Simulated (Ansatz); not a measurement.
Crystal: Te.

```
Te
1.0
     4.44693    0.00000    0.00000
    -2.22347    3.85115    0.00000
     0.00000    0.00000    5.91492
Te
3
Direct
  0.73100 0.73100 0.50000
  0.00000 0.26900 0.83333
  0.26900 0.00000 0.16667
```

```yaml
Program: Ansatz 0.2.0
Task: single point
Functional: PBE
Potentials_or_basis: all-electron LAPW, scalar-relativistic
Cutoff: 235 eV (chosen from the basis error)
Basis_error_allowed: 0.001 eV/atom
k_mesh: 7 × 7 × 5
Occupations: fermi-dirac, width 0.05 eV
Spin: no spin polarisation
```

On this cell: pressure 1.7 GPa; largest force 0.169 eV/Å; band gap on the k mesh 0.63 eV, indirect (least direct gap 0.80 eV).

The same run follows on a disturbed copy (atoms moved at random, drawn with an rms of 0.05 Å):

```
CELL_PARAMETERS angstrom
4.44693 0.00000 0.00000
-2.22347 3.85115 0.00000
0.00000 0.00000 5.91492
ATOMIC_POSITIONS crystal
Te 0.73151 0.72765 0.50309
Te 0.98345 0.24604 0.83309
Te 0.26909 0.00057 0.17046
```

**Question.** What changes?

**Answer.** The energy moves by +8.3 meV/atom; pressure 2.3 GPa; largest force 0.491 eV/Å; band gap on the k mesh 0.62 eV, indirect (least direct gap 0.70 eV).

Forces on the atoms (eV/Å):
```
Te  -0.148 -0.328 -0.135
Te  -0.033  0.448  0.198
Te   0.182 -0.120 -0.062
```

Stress tensor (GPa, compression positive):
```
 1.63 -0.03 -0.03
-0.03  2.44  0.69
-0.03  0.69  2.75
```

Caveats: spin-orbit coupling is left out, which moves the levels of the heavy elements; an odd mesh through Γ misses points on the zone boundary, where band edges often lie.
